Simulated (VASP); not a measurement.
**AlN (distorted zincblende): one PBEsol single-point calculation in two programs**

```cif
data_structure
_symmetry_space_group_name_H-M 'P 1'
_symmetry_Int_Tables_number 1
_cell_length_a 3.1431
_cell_length_b 3.0938
_cell_length_c 3.1490
_cell_angle_alpha 58.649
_cell_angle_beta 59.494
_cell_angle_gamma 61.633
_cell_volume 21.58
loop_
_atom_site_label
_atom_site_type_symbol
_atom_site_fract_x
_atom_site_fract_y
_atom_site_fract_z
_atom_site_occupancy
Al1 Al 0.05810 0.04770 0.96610 1
N1 N 0.21990 0.23060 0.29140 1
```

Each program uses its own PAW datasets. VASP's cell holds 8 valence electrons and Ansatz's 8. Ansatz's stress includes a Pulay correction; VASP's doesn't.

Cutoffs: 520 eV in VASP, 420 eV in Ansatz. k meshes: 8×8×8 and 8×8×8.

```json
{"": "gap between bands v and c on the k mesh", "VASP": "2.59 eV", "Ansatz": "2.60 eV"}
{"": "least direct gap on the k mesh", "VASP": "2.98 eV", "Ansatz": "2.97 eV"}
{"": "pressure", "VASP": "7.1 GPa", "Ansatz": "6.9 GPa"}
{"": "largest force", "VASP": "3.80 eV/Å", "Ansatz": "3.76 eV/Å"}
```

Forces (eV/Å), VASP:

```tsv
atom	Fx	Fy	Fz
Al	-0.026	0.052	-3.802
N	0.026	-0.052	3.802
```

Ansatz:

```json
{"atom": "Al", "Fx": "-0.026", "Fy": "0.049", "Fz": "-3.761"}
{"atom": "N", "Fx": "0.026", "Fy": "-0.049", "Fz": "3.761"}
```
